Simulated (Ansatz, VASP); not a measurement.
# CdTe, level by level in two programs

```
CELL_PARAMETERS angstrom
0.00000 3.20500 3.20500
3.20500 0.00000 3.20500
3.20500 3.20500 0.00000
ATOMIC_POSITIONS crystal
Te 0.75000 0.75000 0.75000
Cd 0.00000 0.00000 0.00000
```

Single points on this cell with VASP 6.6.1 and Ansatz 0.2.0. Each row is one pair of runs. Alike in all rows: spin: off; k mesh: 7 × 7 × 7.

```csv
level,smearing,"VASP's potentials, cutoff","Ansatz's potentials, cutoff","gap on the k mesh at the Fermi level (eV), VASP","gap on the k mesh at the Fermi level (eV), Ansatz","least direct gap on the mesh (eV), VASP","least direct gap on the mesh (eV), Ansatz","pressure (GPa), VASP","pressure (GPa), Ansatz"
PBE,"fermi-dirac, width 0.05 eV","VASP PAW PBE potentials, release 64 (Te, Cd), 520 eV","Ansatz PAW polarizable, 420 eV",0.87,0.87,0.87,0.87,4.4,4.2
PBE,"fermi-dirac, width 0.05 eV","VASP PAW PBE potentials, release 64 (Te, Cd), 520 eV","PseudoDojo stringent (PBE files), 1633 eV",0.87,0.87,0.87,0.87,4.4,4.3
PBE,"fermi-dirac, width 0.05 eV","VASP PAW PBE potentials, release 64 (Te, Cd), 520 eV","Ansatz PAW, 420 eV",0.87,0.87,0.87,0.87,4.4,4.2
PBE,"fermi-dirac, width 0.05 eV","VASP PAW PBE potentials, release 64 (Te, Cd), 520 eV","Ansatz PAW earlier set, 640 eV",0.87,0.87,0.87,0.87,4.4,4.3
PBE,"gaussian, width 0.05 eV","VASP PAW PBE potentials, release 54 (Te, Cd), 520 eV","Ansatz PAW, 420 eV",0.87,0.87,0.87,0.87,4.4,4.2
LDA,"gaussian, width 0.05 eV","VASP PAW LDA potentials, release 64 (Te, Cd), 520 eV","Ansatz PAW, 420 eV",0.65,0.61,0.65,0.61,0.2,0.0
PBEsol,"gaussian, width 0.1 eV","VASP PAW PBE potentials, release 54 (Te, Cd), 520 eV","Ansatz PAW, 420 eV",0.76,0.76,0.76,0.76,1.9,1.7
r2SCAN,"fermi-dirac, width 0.05 eV","VASP PAW PBE potentials, release 64 (Te, Cd), 520 eV","Ansatz PAW, 500 eV",1.38,?,1.38,?,3.4,?
```

Q: Fill in what Ansatz gave in row 8.

A: gap on the k mesh at the Fermi level (eV): 1.39; least direct gap on the mesh (eV): 1.39; pressure (GPa): 3.2.

Caveats: spin-orbit coupling is left out, which moves the levels of the heavy elements (some rows); the PAW data sets were made with another functional, which shifts forces and pressure a little (VASP); odd divisions of the mesh miss points on the zone boundary, where band edges often lie, so the gap on the mesh can be too wide (Ansatz); the PAW data sets come from PBE, with cores solved anew for the run's functional, which leaves a small shift of forces and pressure (Ansatz).
